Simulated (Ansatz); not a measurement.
Bulk crystal (CdTe) after relaxation:

```cif
data_structure
_symmetry_space_group_name_H-M 'F-43m'
_symmetry_Int_Tables_number 216
_cell_length_a 6.6174
_cell_length_b 6.6174
_cell_length_c 6.6174
_cell_angle_alpha 90.000
_cell_angle_beta 90.000
_cell_angle_gamma 90.000
_cell_volume 289.77
loop_
_atom_site_label
_atom_site_type_symbol
_atom_site_symmetry_multiplicity
_atom_site_Wyckoff_symbol
_atom_site_fract_x
_atom_site_fract_y
_atom_site_fract_z
_atom_site_occupancy
Cd1 Cd 4 a 0.00000 0.00000 0.00000 1
Te1 Te 4 c 0.25000 0.25000 0.25000 1
```

Miller indices refer to the conventional cell of F-43m (No. 216), a = 6.617 Å, b = 6.617 Å, c = 6.617 Å, α = 90.00°, β = 90.00°, γ = 90.00°. The bulk's gap is 0.59 eV.

All numbers below come from Ansatz, DFT PBE, scalar-relativistic, plane waves, PAW. Cutoff 420 eV, Gaussian smearing of 0.05 eV, no spin polarisation. A dipole correction acts along the normal.

The slab isn't stoichiometric, so its surface energy depends on the chemical potentials; it is given with the excess atoms taken from the element's standard state, a limit at which the compound may itself be unstable, so the figure can be too low. This cut of an insulator is polar or leaves open shells, so the slab is metallic here; real surfaces compensate by reconstruction or adsorbates.

A relaxed slab with low-index faces, about a nanometre thick, has these properties:

```json
{"Surface energy with the excess atoms taken from the elements": "0.91 J/m²", "Gap of the slab on the mesh": "none (metal or semimetal)", "Work function": "4.02 eV"}
```

(1) Which low-index plane was cut, and which atoms end it?

Spin-orbit coupling is left out, which matters for the bands of heavy elements. Gaps are read on the k points sampled, so a band crossing between them can be missed.

Answers

(1) The (100) plane, with Cd in the top plane and Cd in the bottom one as cut, before relaxation. The planes from bottom to top: Cd, Te, Cd, Te, Cd, Te, Cd.